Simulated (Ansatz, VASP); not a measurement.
**Two plane-wave programs on MnO**

File INCAR:

```
PREC = Accurate ; ENCUT = 520
EDIFF = 1E-6 ; ISMEAR = -1
SIGMA = 0.05 ; LREAL = F
LASPH = T ; NELM = 150
ALGO = Normal ; ISIF = 2
LWAVE = F ; LCHARG = F
ISPIN = 2 ; MAGMOM = 4.5 0
LORBIT = 11 ; LMAXMIX = 4
LDAU = T ; LDAUTYPE = 2
LDAUL = 2 -1 ; LDAUU = 6.2 0
LDAUJ = 0 0 ; LDAUPRINT = 1
GGA = CA ; NBANDS = 20
```

KPOINTS

```
Automatic mesh
0
Gamma
  9 9 9
```

POSCAR

```
MnO
1.0
    0.0000000000      2.2230000000      2.2230000000
    2.2230000000      0.0000000000      2.2230000000
    2.2230000000      2.2230000000      0.0000000000
Mn O
1 1
Direct
    0.0000000000      0.0000000000      0.0000000000
    0.5000000000      0.5000000000      0.5000000000
```

Input for Ansatz:

```yaml
crystal:
  lattice:
    - [0.0, 2.223, 2.223]
    - [2.223, 0.0, 2.223]
    - [2.223, 2.223, 0.0]
  atoms:
    - { symbol: Mn, position: [0.0, 0.0, 0.0], spin: 4.5 }
    - { symbol: O, position: [0.5, 0.5, 0.5] }
magnetization:
  spin_polarized: true
hamiltonian:
  xc: lda
  pseudopotentials: { kind: paw }
  hubbard: { sites: [{ species: Mn, l: d, u_eff: 6.2 }] }
basis:
  ecutwfc: 420
kpoints:
  mp_grid: { grid: [9, 9, 9] }
scf:
  occupations: { method: fermi_dirac, width: 0.05 }
  lower_state_search: "off"
  algorithm: density_mixing
  max_iter: 70
  mixing: { algorithm: broyden, ndim: 2, beta: 0.1, preconditioner: none }
output:
  forces: true
  stress: true
```

Alike in both runs: task single point; functional LDA; k mesh 9 × 9 × 9; occupations fermi-dirac, width 0.05 eV; collinear spin; Hubbard terms Mn d U = 6.2 eV.

|  | VASP | Ansatz |
| --- | --- | --- |
| version | VASP 6.6.1 | Ansatz 0.2.0 |
| potentials or method | VASP PAW LDA potentials, release 64 (Mn_pv, O) | PAW, plane waves, scalar-relativistic |
| plane-wave cutoff (eV) | 520 | 420 |
| valence electrons in the cell | 19 | 21 |

```csv
,VASP,Ansatz,Ansatz less VASP
pressure (GPa),-3.9,-0.7,+3.19
net moment per atom (μB),2.50,2.50,0.000
size of the moment on the site where the two differ most (μB),4.65,4.29,-0.359
```

Site moments also hang on the region over which each program counts them. The programs project onto different local orbitals, so the same U acts differently. The two sets of potentials don't hold the same shells in valence. Ansatz warned: «stability_check_not_made».

Caveats: a cell with one magnetic atom can't hold antiferromagnetic order, which such compounds often take. The state reached can hang on the start; a lower one may exist. A k mesh can miss the band edges.
